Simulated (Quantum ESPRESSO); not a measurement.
Input of a Quantum ESPRESSO 7.5 run:

The input scf.in:

```
&CONTROL
  calculation = 'scf'
  prefix = 'pwscf'
  outdir = './tmp'
  pseudo_dir = './pseudo'
/
&SYSTEM
  ibrav = 0
  nat = 2
  ntyp = 1
  ecutwfc = 74
  nbnd = 24
  occupations = 'smearing'
  smearing = 'fd'
  degauss = 0.00367493
  force_symmorphic = .true.
/
&ELECTRONS
  conv_thr = 4d-10
  electron_maxstep = 120
  mixing_beta = 0.5
/
ATOMIC_SPECIES
Os   190.2300 Os.upf
CELL_PARAMETERS angstrom
   2.7341000000    0.0000000000    0.0000000000
  -1.3670500000    2.3678000565    0.0000000000
   0.0000000000    0.0000000000    4.3197000000
ATOMIC_POSITIONS crystal
Os     0.6666666667    0.3333333333    0.7500000000
Os     0.3333333333    0.6666666667    0.2500000000
K_POINTS automatic
15 15 8 0 0 0
```

File nscf.in:

```
&CONTROL
  calculation = 'nscf'
  prefix = 'pwscf'
  outdir = './tmp'
  pseudo_dir = './pseudo'
/
&SYSTEM
  ibrav = 0
  nat = 2
  ntyp = 1
  ecutwfc = 74
  nbnd = 41
  occupations = 'smearing'
  smearing = 'fd'
  degauss = 0.00367493
  force_symmorphic = .true.
/
&ELECTRONS
  conv_thr = 1d-08
  diago_full_acc = .true.
  diago_thr_init = 1d-06
/
ATOMIC_SPECIES
Os   190.2300 Os.upf
CELL_PARAMETERS angstrom
   2.7341000000    0.0000000000    0.0000000000
  -1.3670500000    2.3678000565    0.0000000000
   0.0000000000    0.0000000000    4.3197000000
ATOMIC_POSITIONS crystal
Os     0.6666666667    0.3333333333    0.7500000000
Os     0.3333333333    0.6666666667    0.2500000000
K_POINTS automatic
15 15 8 0 0 0
```

Potentials or basis: PseudoDojo 0.4.1 SR PBE standard.

Launch:

```sh
$ OMP_NUM_THREADS=1 pw.x -in scf.in > scf.out
$ OMP_NUM_THREADS=1 pw.x -in nscf.in > nscf.out
```

(1) Estimate the band gap on the k mesh, mean-field level.

Results:

(1) none (metal or under the smearing width).
